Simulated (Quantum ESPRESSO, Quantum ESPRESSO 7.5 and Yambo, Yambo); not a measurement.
## MgI2 (1T monolayer): G0W0 with Yambo, start to end

How does a plane-wave GW calculation on MgI2 (1T monolayer) run from the first input to the gap?

Program: Quantum ESPRESSO 7.5 and Yambo 5.3.0. Level of theory: PBE and many-body steps on it, plane waves. Results are calculated unless marked as measured.

### 1. The starting structure

The cell holds 3 atoms: 1 Mg and 2 I. Its edges and angles: a = 4.208 Å, b = 4.208 Å, c = 16.000 Å, α = 90.0°, β = 90.0°, γ = 120.0°. Vacuum lies along c.

Coordinates:

```cif
data_structure
_symmetry_space_group_name_H-M 'P 1'
_symmetry_Int_Tables_number 1
_cell_length_a 4.2075
_cell_length_b 4.2075
_cell_length_c 16.0000
_cell_angle_alpha 90.000
_cell_angle_beta 90.000
_cell_angle_gamma 120.000
_cell_volume 245.31
loop_
_atom_site_label
_atom_site_type_symbol
_atom_site_fract_x
_atom_site_fract_y
_atom_site_fract_z
_atom_site_occupancy
Mg1 Mg 0.00000 0.00000 0.50000 1
I2 I 0.33333 0.66667 0.60469 1
I3 I 0.66667 0.33333 0.39531 1
```

The structure was relaxed with PBE. The runs that relaxed it are not among those shown. Spin-orbit coupling is left out unless a step names it.

### 2. Ground state

This step: Quantum ESPRESSO 7.5; DFT, PBE, plane waves, norm-conserving pseudopotentials.

The ground-state density comes first.

File pw.in:

```
&control
  calculation = 'scf'
  prefix = 'x'
  outdir = 'o'
  pseudo_dir = 'pseudo'
/
&system
  ibrav = 0
  nat = 3
  ntyp = 2
  ecutwfc = 76.0
  nbnd = 35
  force_symmorphic = .true.
/
&electrons
  conv_thr = 1e-10
  electron_maxstep = 80
  mixing_beta = 0.5
/
ATOMIC_SPECIES
  Mg 24.305 Mg.upf
  I 126.9 I.upf
CELL_PARAMETERS angstrom
  4.2075425951 0.0000000002 0.0000000000
  -2.1037712978 3.6438387748 0.0000000000
  0.0000000000 0.0000000000 16.0000000000
ATOMIC_POSITIONS crystal
  Mg 0.0000000000 0.0000000000 0.5000000000
  I 0.3333333333 0.6666666667 0.6046917629
  I 0.6666666667 0.3333333333 0.3953082371
K_POINTS automatic
  9 9 1 0 0 0
```

Command:

```bash
OMP_NUM_THREADS=1 mpirun -n 4 pw.x -nk 4 -in pw.in > pw.out
```

The program printed:

```text
Program PWSCF v.7.5 starts

     This program is part of the open-source Quantum ESPRESSO suite
     for quantum simulation of materials; please cite
         "P. Giannozzi et al., J. Phys.:Condens. Matter 21 395502 (2009);
         "P. Giannozzi et al., J. Phys.:Condens. Matter 29 465901 (2017);
         "P. Giannozzi et al., J. Chem. Phys. 152 154105 (2020);
     in publications or presentations arising from this work. More details at
     Message from routine setup:
     using ibrav=0 with symmetry is DISCOURAGED, use correct ibrav instead

     G-vector sticks info

     bravais-lattice index     =            0
     lattice parameter (alat)  =       7.9511  a.u.
     unit-cell volume          =    1655.4050 (a.u.)^3
     number of atoms/cell      =            3
     number of atomic types    =            2
     number of electrons       =        60.00
     number of Kohn-Sham states=           35
     kinetic-energy cutoff     =      76.0000  Ry
     charge density cutoff     =     304.0000  Ry
     scf convergence threshold =      1.0E-10
     mixing beta               =       0.5000
     number of iterations used =            8  plain     mixing
     Exchange-correlation= PBE
                           (   1   4   3   4   0   0   0)

     celldm(1)=   7.951103  celldm(2)=   0.000000  celldm(3)=   0.000000
     celldm(4)=   0.000000  celldm(5)=   0.000000  celldm(6)=   0.000000

     crystal axes: (cart. coord. in units of alat)
               a(1) = (   1.000000   0.000000   0.000000 )
               a(2) = (  -0.500000   0.866025   0.000000 )
               a(3) = (   0.000000   0.000000   3.802695 )

     reciprocal axes: (cart. coord. in units 2 pi/alat)
               b(1) = (  1.000000  0.577350 -0.000000 )
               b(2) = ( -0.000000  1.154701  0.000000 )
               b(3) = (  0.000000 -0.000000  0.262971 )
     Pseudo is Norm-conserving, Zval = 10.0
     Generated using ONCVPSP code by D. R. Hamann
     Using radial grid of 1510 points,  4 beta functions with:
     Pseudo is Norm-conserving + core correction, Zval = 25.0
     Generated using ONCVPSP code by D. R. Hamann
     Using radial grid of 1188 points,  8 beta functions with:
     Mg               10.00    24.30500     Mg( 1.00)
     I                25.00   126.90000     I ( 1.00)

     12 Sym. Ops., with inversion, found

   Cartesian axes

     site n.     atom                  positions (alat units)
         1        Mg     tau(   1) = (   0.0000000   0.0000000   1.9013474  )
         2        I      tau(   2) = (  -0.0000000   0.5773503   2.2994582  )
         3        I      tau(   3) = (   0.5000000   0.2886751   1.5032365  )

     number of k points=    12
                       cart. coord. in units 2pi/alat
        k(    1) = (   0.0000000   0.0000000   0.0000000), wk =   0.0246914
        k(    2) = (  -0.0000000   0.1283001   0.0000000), wk =   0.1481481
        k(    3) = (  -0.0000000   0.2566001   0.0000000), wk =   0.1481481
        k(    4) = (  -0.0000000   0.3849002   0.0000000), wk =   0.1481481
        k(    5) = (  -0.0000000   0.5132002   0.0000000), wk =   0.1481481
        k(    6) = (   0.1111111   0.1924501   0.0000000), wk =   0.1481481
        k(    7) = (   0.1111111   0.3207501   0.0000000), wk =   0.2962963
        k(    8) = (   0.1111111   0.4490502   0.0000000), wk =   0.2962963
        k(    9) = (   0.1111111   0.5773503   0.0000000), wk =   0.1481481
        k(   10) = (   0.2222222   0.3849002   0.0000000), wk =   0.1481481
        k(   11) = (   0.2222222   0.5132002   0.0000000), wk =   0.2962963
        k(   12) = (   0.3333333   0.5773503   0.0000000), wk =   0.0493827

     Dense  grid:   148115 G-vectors     FFT dimensions: (  45,  45, 180)

     Initial potential from superposition of free atoms

     starting charge      59.9990, renormalised to      60.0000
     Starting wfcs are   31 randomized atomic wfcs +    4 random wfcs

     per-process dynamical memory:   123.9 Mb

     Self-consistent Calculation

     iteration #  1     ecut=    76.00 Ry     beta= 0.50

     Threshold (ethr) on eigenvalues was too large:
     Diagonalizing with lowered threshold

     total energy              =   -1369.68211360 Ry
     estimated scf accuracy    <       0.04795071 Ry

     iteration #  2     ecut=    76.00 Ry     beta= 0.50

     total energy              =   -1369.68655170 Ry
     estimated scf accuracy    <       0.00759788 Ry

     iteration #  3     ecut=    76.00 Ry     beta= 0.50

     total energy              =   -1369.68780681 Ry
     estimated scf accuracy    <       0.00210587 Ry

     iteration #  4     ecut=    76.00 Ry     beta= 0.50

     total energy              =   -1369.68816983 Ry
     estimated scf accuracy    <       0.00015213 Ry

     iteration #  5     ecut=    76.00 Ry     beta= 0.50

     total energy              =   -1369.68818511 Ry
     estimated scf accuracy    <       0.00000840 Ry

     iteration #  6     ecut=    76.00 Ry     beta= 0.50

     total energy              =   -1369.68818658 Ry
     estimated scf accuracy    <       0.00000064 Ry

     iteration #  7     ecut=    76.00 Ry     beta= 0.50

     total energy              =   -1369.68818677 Ry
     estimated scf accuracy    <       0.00000004 Ry

     iteration #  8     ecut=    76.00 Ry     beta= 0.50

     total energy              =   -1369.68818679 Ry
     estimated scf accuracy    <          3.4E-09 Ry

     iteration #  9     ecut=    76.00 Ry     beta= 0.50

     total energy              =   -1369.68818679 Ry
     estimated scf accuracy    <          5.2E-10 Ry

     iteration # 10     ecut=    76.00 Ry     beta= 0.50

     End of self-consistent calculation

          k = 0.0000 0.0000 0.0000 ( 18419 PWs)   bands (ev):

  -175.5452-175.5452-122.4088-122.4088-122.4087-122.4087-122.3940-122.3940
   -76.6254 -44.7980 -44.7980 -44.7945 -44.7945 -44.7885 -44.7885 -44.7870
   -44.7870 -44.7809 -44.7787 -43.3674 -43.3666 -43.3666 -13.1387 -12.6400
    -4.2486  -1.9687  -1.6675  -1.6675  -1.4034  -1.4034   2.5756   3.5133
     4.6202   4.8716   5.3299

          k =-0.0000 0.1283 0.0000 ( 18461 PWs)   bands (ev):

  -175.5452-175.5452-122.4088-122.4088-122.4088-122.4088-122.3940-122.3940
   -76.6254 -44.8005 -44.8002 -44.7995 -44.7994 -44.7981 -44.7943 -44.7921
   -44.7882 -44.7807 -44.7783 -43.3674 -43.3668 -43.3666 -13.0820 -12.6065
    -4.1993  -2.2333  -1.8622  -1.8099  -1.7537  -1.4278   2.9668   3.9570
     4.5596   4.8941   5.2334

          k =-0.0000 0.2566 0.0000 ( 18499 PWs)   bands (ev):

  -175.5452-175.5452-122.4089-122.4088-122.4088-122.4088-122.3941-122.3940
   -76.6254 -44.8132 -44.8049 -44.8028 -44.8009 -44.8005 -44.7944 -44.7906
   -44.7901 -44.7842 -44.7825 -43.3673 -43.3671 -43.3667 -12.9283 -12.5222
    -4.1287  -3.0804  -2.4405  -2.0894  -1.8503  -1.5426   3.1872   4.1070
     4.8547   5.0975   5.7215

          k =-0.0000 0.3849 0.0000 ( 18507 PWs)   bands (ev):

     [... further k-points ...]

     highest occupied, lowest unoccupied level (ev):    -1.4034    2.3118

!    total energy              =   -1369.68818679 Ry
     estimated scf accuracy    <          3.7E-11 Ry

     The total energy is the sum of the following terms:
     one-electron contribution =   -2880.81579134 Ry
     hartree contribution      =    1382.53106620 Ry
     xc contribution           =    -174.49976277 Ry
     ewald contribution        =     303.09630112 Ry

     convergence has been achieved in  10 iterations

     XML data file, charge density, pseudopotentials, collected wavefunctions

=------------------------------------------------------------------------------=
   JOB DONE.
=------------------------------------------------------------------------------=
```

It took 43 s on 4 MPI ranks of Arm Neoverse V1, shared host; peak memory 0.8 GiB; 2.9 min of CPU time.

Numbers from this step:

```yaml
total_energy: -18635.5571 eV
gap: 3.715 eV
k_of_the_valence_top: 0, 0, 0
k_of_the_conduction_bottom: 0, 0.4444, 0
least_direct_gap: 3.979 eV
```

The gap is indirect, with the least direct gap 0.26 eV higher.

### 3. Bands along the symmetry lines

The cheap functional maps the bands first; the places of the edges decide which points the dearer methods must see.

File pw.in:

```
&control
  calculation = 'bands'
  prefix = 'x'
  outdir = 'o'
  pseudo_dir = 'pseudo'
/
&system
  ibrav = 0
  nat = 3
  ntyp = 2
  ecutwfc = 76.0
  nbnd = 36
  force_symmorphic = .true.
/
&electrons
  conv_thr = 1e-9
  electron_maxstep = 80
  diago_full_acc = .true.
  diago_thr_init = 5e-6
/
ATOMIC_SPECIES
  Mg 24.305 Mg.upf
  I 126.9 I.upf
CELL_PARAMETERS angstrom
  4.2075425951 0.0000000002 0.0000000000
  -2.1037712978 3.6438387748 0.0000000000
  0.0000000000 0.0000000000 16.0000000000
ATOMIC_POSITIONS crystal
  Mg 0.0000000000 0.0000000000 0.5000000000
  I 0.3333333333 0.6666666667 0.6046917629
  I 0.6666666667 0.3333333333 0.3953082371
K_POINTS crystal
  25
  0.00000000 0.00000000 0.00000000 1
  0.06250000 0.00000000 0.00000000 1
  0.12500000 0.00000000 0.00000000 1
  0.18750000 0.00000000 0.00000000 1
  0.25000000 0.00000000 0.00000000 1
  0.31250000 0.00000000 0.00000000 1
  0.37500000 0.00000000 0.00000000 1
  0.43750000 0.00000000 0.00000000 1
  0.50000000 0.00000000 0.00000000 1
  0.47916667 0.04166667 0.00000000 1
  0.45833333 0.08333333 0.00000000 1
  0.43750000 0.12500000 0.00000000 1
  0.41666666 0.16666666 0.00000000 1
  0.39583333 0.20833333 0.00000000 1
  0.37500000 0.25000000 0.00000000 1
  0.35416666 0.29166666 0.00000000 1
  0.33333333 0.33333333 0.00000000 1
  0.29166666 0.29166666 0.00000000 1
  0.25000000 0.25000000 0.00000000 1
  0.20833333 0.20833333 0.00000000 1
  0.16666666 0.16666666 0.00000000 1
  0.12500000 0.12500000 0.00000000 1
  0.08333333 0.08333333 0.00000000 1
  0.04166667 0.04166667 0.00000000 1
  0.00000000 0.00000000 0.00000000 1
```

The program printed:

```text
[banner, memory and clock lines left out]
Program PWSCF v.7.5 starts

     Atomic positions and unit cell read from directory:
     o/x.save/

     Message from routine setup:
     using ibrav=0 with symmetry is DISCOURAGED, use correct ibrav instead

     G-vector sticks info

     bravais-lattice index     =            0
     lattice parameter (alat)  =       7.9511  a.u.
     unit-cell volume          =    1655.4050 (a.u.)^3
     number of atoms/cell      =            3
     number of atomic types    =            2
     number of electrons       =        60.00
     number of Kohn-Sham states=           36
     kinetic-energy cutoff     =      76.0000  Ry
     charge density cutoff     =     304.0000  Ry
     Exchange-correlation= PBE
                           (   1   4   3   4   0   0   0)

     celldm(1)=   7.951103  celldm(2)=   0.000000  celldm(3)=   0.000000
     celldm(4)=   0.000000  celldm(5)=   0.000000  celldm(6)=   0.000000

     crystal axes: (cart. coord. in units of alat)
               a(1) = (   1.000000   0.000000   0.000000 )
               a(2) = (  -0.500000   0.866025   0.000000 )
               a(3) = (   0.000000   0.000000   3.802695 )

     reciprocal axes: (cart. coord. in units 2 pi/alat)
               b(1) = (  1.000000  0.577350 -0.000000 )
               b(2) = ( -0.000000  1.154701  0.000000 )
               b(3) = (  0.000000 -0.000000  0.262971 )
     Pseudo is Norm-conserving, Zval = 10.0
     Generated using ONCVPSP code by D. R. Hamann
     Using radial grid of 1510 points,  4 beta functions with:
     Pseudo is Norm-conserving + core correction, Zval = 25.0
     Generated using ONCVPSP code by D. R. Hamann
     Using radial grid of 1188 points,  8 beta functions with:
     Mg               10.00    24.30500     Mg( 1.00)
     I                25.00   126.90000     I ( 1.00)

     12 Sym. Ops., with inversion, found

   Cartesian axes

     site n.     atom                  positions (alat units)
         1        Mg     tau(   1) = (   0.0000000   0.0000000   1.9013474  )
         2        I      tau(   2) = (  -0.0000000   0.5773503   2.2994582  )
         3        I      tau(   3) = (   0.5000000   0.2886751   1.5032365  )

     number of k points=    25
                       cart. coord. in units 2pi/alat
        k(    1) = (   0.0000000   0.0000000   0.0000000), wk =   0.0800000
        k(    2) = (   0.0625000   0.0360844   0.0000000), wk =   0.0800000
        k(    3) = (   0.1250000   0.0721688   0.0000000), wk =   0.0800000
[...]
[... 13 further rows ...]
        k(   24) = (   0.0416667   0.0721688   0.0000000), wk =   0.0800000
        k(   25) = (   0.0000000   0.0000000   0.0000000), wk =   0.0800000

     Dense  grid:   148115 G-vectors     FFT dimensions: (  45,  45, 180)

     The potential is recalculated from file :
     o/x.save/charge-density

     Starting wfcs are   31 randomized atomic wfcs +    5 random wfcs

     Band Structure Calculation

     End of band structure calculation

          k = 0.0000 0.0000 0.0000 ( 18419 PWs)   bands (ev):

  -175.5452-175.5452-122.4088-122.4088-122.4088-122.4088-122.3941-122.3941
   -76.6255 -44.7980 -44.7980 -44.7946 -44.7946 -44.7885 -44.7885 -44.7871
   -44.7871 -44.7810 -44.7788 -43.3675 -43.3666 -43.3666 -13.1387 -12.6400
    -4.2486  -1.9687  -1.6675  -1.6675  -1.4034  -1.4034   2.5756   3.5133
     4.6202   4.8716   5.3299   5.3299

          k = 0.0625 0.0361 0.0000 ( 18413 PWs)   bands (ev):

  -175.5452-175.5452-122.4088-122.4088-122.4088-122.4088-122.3941-122.3941
[...]
4.6089   4.8820   5.2442   5.4003

          k = 0.1250 0.0722 0.0000 ( 18463 PWs)   bands (ev):

  -175.5453-175.5453-122.4089-122.4089-122.4089-122.4088-122.3941-122.3941
[...]
4.5593   4.8957   5.2620   5.5898

[...]
k = 0.0417 0.0722 0.0000 ( 18417 PWs)   bands (ev):

  -175.5452-175.5452-122.4088-122.4088-122.4088-122.4088-122.3941-122.3941
[...]
4.6004   4.8849   5.2255   5.4273

          k = 0.0000 0.0000 0.0000 ( 18419 PWs)   bands (ev):

  -175.5452-175.5452-122.4088-122.4088-122.4088-122.4088-122.3941-122.3941
[...]
-44.7871 -44.7810 -44.7788 -43.3675 -43.3666 -43.3666 -13.1387 -12.6400
    -4.2486  -1.9687  -1.6675  -1.6675  -1.4034  -1.4034   2.5756   3.5133
     4.6202   4.8716   5.3299   5.3299

     XML data file, pseudopotentials, collected wavefunctions
```

Run time: 24 s. Hardware: 4 MPI ranks; peak memory 0.61 GiB.

Numbers from this step:

| Quantity | Value |
| --- | --- |
| gap | 3.665 eV |
| k of the valence top | 0, 0, 0 |
| k of the conduction bottom | 0.5, 0, 0 |
| least direct gap | 3.979 eV |

The gap is 3.665 eV, −0.050 eV from the run before at this level.

Electronic bands along the path, in eV, zero at the top of the highest filled band:

| point | band 27 | band 28 | band 29 | band 30 | band 31 | band 32 | band 33 | band 34 |
| --- | --- | --- | --- | --- | --- | --- | --- | --- |
| Γ | -0.26 | -0.26 | 0.00 | 0.00 | 3.98 | 4.92 | 6.02 | 6.28 |
| halfway | -1.17 | -0.76 | -0.45 | -0.18 | 4.48 | 5.54 | 6.24 | 6.64 |
| M | -1.25 | -1.11 | -0.62 | -0.40 | 3.67 | 5.52 | 5.83 | 6.71 |
| halfway | -1.72 | -1.36 | -0.72 | -0.56 | 4.20 | 6.28 | 6.38 | 6.82 |
| K | -2.29 | -1.79 | -0.67 | -0.67 | 4.45 | 6.54 | 6.54 | 7.97 |
| halfway | -1.55 | -0.73 | -0.65 | -0.35 | 4.74 | 6.09 | 6.14 | 6.73 |
| Γ | -0.26 | -0.26 | 0.00 | 0.00 | 3.98 | 4.92 | 6.02 | 6.28 |

(Continued in part 2 of 3.)

[Paths, hosts, dates, memory and timing lines, banners, echoed tables and standing remarks are left out of the program output.]

[Logs are printed without paths, hosts, clocks, repeated set-up lines and the standing remarks that a program may print on its own settings, such as how far it seeks lower states.]

[Runs of the session that timed out or met a known fault of the program may be left out.]

[Hosts, paths, dates, database ids (printed as entryN), source tags and the programs' standing remarks are cut or masked in the printed files.]
